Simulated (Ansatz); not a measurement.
NiSb (Breithauptite):

```
Sb Ni
1.0
     3.92800    0.00000    0.00000
    -1.96400    3.40175    0.00000
     0.00000    0.00000    5.12000
Sb Ni
2 2
Direct
  0.66667 0.33333 0.75000
  0.33333 0.66667 0.25000
  0.00000 0.00000 0.50000
  0.00000 0.00000 0.00000
```

Program: Ansatz 0.2.0. Alike in all runs: potentials or basis Ansatz PAW; cell as given; smearing fermi-dirac 0.05 eV.

Task: Order these runs on this cell by their pressure, lowest first.
A. level PBE; spin collinear, ferromagnetic start; fixed moment (μB) 3.0; k mesh 7 × 7 × 5; cutoff (eV) 420
B. level PBE; spin collinear, ferromagnetic start; fixed moment (μB) 2.5; k mesh 7 × 7 × 5; cutoff (eV) 420
C. level r2SCAN; spin non-collinear, ferromagnetic start, SOC; k mesh 8 × 8 × 5; cutoff (eV) 500; points for each segment of the path 14
D. level PBE; spin collinear, ferromagnetic start; fixed moment (μB) 4.0; k mesh 7 × 7 × 5; cutoff (eV) 420
E. level PBE; spin collinear, program default start; fixed moment (μB) 0.0; k mesh 7 × 7 × 5; cutoff (eV) 420

Result: C (0.2 GPa), E (3.8 GPa), B (9.5 GPa), A (11.6 GPa), D (16.8 GPa).

Caveats: the total moment is fixed, so each spin has its own Fermi level (some runs); the thresholds are loose for stress (some runs); the magnetic or orbital state may not be the lowest (some runs); the PAW data sets come from PBE, with cores solved anew for the run's functional, which leaves a small shift of forces and pressure (some runs); the starting moments weren't kept (some runs).
